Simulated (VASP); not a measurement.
Set up this calculation in VASP 6.6.1, as the native input.

| Quantity | Value |
| --- | --- |
| Task | relaxation of cell and atoms |
| Functional | PBEsol |
| Potentials or basis | VASP PAW PBE potentials, release 64 (Cd, Se) |
| Cutoff | 600 eV |
| k mesh | 8 × 8 × 8 |
| Occupations | gaussian, width 0.03 eV |
| Spin | no spin polarisation |
| Further INCAR settings | ALGO = Normal; EDIFF = 1e-06; IBRION = 2; EDIFFG = -0.01; NSW = 90; ISIF = 3 |

The structure of CdSe lies in POSCAR:

```
CdSe
1.0
    0.0000000000      3.0702711986      3.0702711986
    3.0702711986      0.0000000000      3.0702711986
    3.0702711986      3.0702711986      0.0000000000
Cd Se
1 1
Direct
    0.0000000000      0.0000000000      0.0000000000
    0.7500000000      0.7500000000      0.7500000000
```

Measurements of this composition are mostly on another form, of space group No. 186.

The input as run:

INCAR

```
PREC     = Accurate       # precision mode
ENCUT    = 600            # plane-wave cutoff, eV
EDIFF    = 1E-6           # SCF threshold, eV
ISMEAR   = 0              # smearing method
SIGMA    = 0.03           # smearing width, eV
LREAL    = False          # projectors in reciprocal space
LASPH    = True           # aspherical terms in the spheres
NELM     = 80             # most SCF steps
ALGO     = Normal         # electronic algorithm
ISIF     = 3              # what is computed and relaxed
LWAVE    = False          # write WAVECAR
LCHARG   = False          # write CHGCAR
GGA      = PS             # functional
IBRION   = 2              # ionic algorithm
NSW      = 90             # ionic steps
EDIFFG   = -0.01          # ionic threshold
KPAR     = 4
```

KPOINTS

```
Automatic mesh
0
Gamma
  8 8 8
```

Potentials or basis: VASP PAW PBE potentials, release 64 (Cd, Se).

Command:

```bash
$ cat potpaw_PBE.64/Cd/POTCAR potpaw_PBE.64/Se/POTCAR > POTCAR
$ mpirun -np 4 vasp_std > vasp.out
```

It gave:

```
Relaxed volume                         : 28.27 Å³/atom
Relaxed cell                           : a = 4.308 Å, b = 4.308 Å, c = 4.308 Å, α = 60.00°, β = 60.00°, γ = 60.00°
Space group after relaxing (to 0.05 Å) : F-43m (No. 216)
Energy gained by relaxing              : 2.5 meV/atom
Ionic steps                            : 3
Pressure after relaxing                : 0.0 GPa
Band gap on the k mesh                 : 0.47 eV, direct
```

Caveat: the PAW data sets were made with another functional, which shifts forces and pressure a little.

Run time: 17 s on 4 MPI ranks on Intel(R) Xeon(R) Platinum 8488C (Sapphire Rapids), on a shared host, peak memory 0.22 GiB a rank.
